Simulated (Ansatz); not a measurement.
# HfC: the cost of one run

Computed with Ansatz 0.2.0 (DFT PBE, scalar-relativistic, unless a step's input says otherwise).

### Step 1. The system as given

It takes space group Fm-3m (No. 225, cubic). The conventional cell has a = 4.650 Å, b = 4.650 Å, c = 4.650 Å, α = 90.00°, β = 90.00°, γ = 90.00°. Hf (site symmetry m-3m) is surrounded by 6 C at 2.33 Å. Around C (site symmetry m-3m) lie 6 Hf at 2.33 Å.

As a file:

```xyz
2
Lattice="0.0000 2.3250 2.3250 2.3250 0.0000 2.3250 2.3250 2.3250 0.0000" Properties=species:S:1:pos:R:3 pbc="T T T"
Hf    2.3250    2.3250    2.3250
C     0.0000    0.0000    0.0000
```

Atoms are numbered in the order of the input: Hf1, C2.

### Step 2. After the deformation

Space group Fm-3m before, I4/mmm after.

### Step 3. LAPW, all electrons

Input file input.yaml:

```yaml
crystal:
  lattice:
    - [0.0, 2.325, 2.3715]
    - [2.325, 0.0, 2.3715]
    - [2.325, 2.325, 0.0]
  atoms:
    - { symbol: Hf, position: [0.5, 0.5, 0.5] }
    - { symbol: C, position: [0.0, 0.0, 0.0] }
kpoints:
  mp_grid: { grid: [15, 15, 15] }
  band_path:
    path:
      - [0.0, 0.0, 0.0]
      - [0.0, 0.5, 0.5]
      - [0.25, 0.75, 0.5]
      - [0.0, 0.5, 0.0]
      - [0.0, 0.0, 0.0]
      - [0.5, 0.5, 0.0]
      - [0.3701460977, 0.6298539023, 0.0]
      - [-0.3701460977, 0.3701460977, 0.0]
      - [0.0, 0.0, 0.0]
    npoints: 5
scf:
  occupations: { method: fermi_dirac, width: 0.05 }
hamiltonian:
  xc: pbe
  pseudopotentials: { kind: all_electron, lapw: { basis_error: 0.001 } }
output:
  forces: true
  stress: true
  eigenvalues: true
```

Launch:

```sh
$ ansatz run input.yaml --threads 1 --pin off --max-ram 3072MiB --backend cpu --events-out ev --progress --plain --runs-dir out
```

Q: Estimate wall time and peak memory on 1 thread of Intel Xeon 6975P-C (Granite Rapids), shared host.

About 37 s, with a peak of 0.87 GiB.
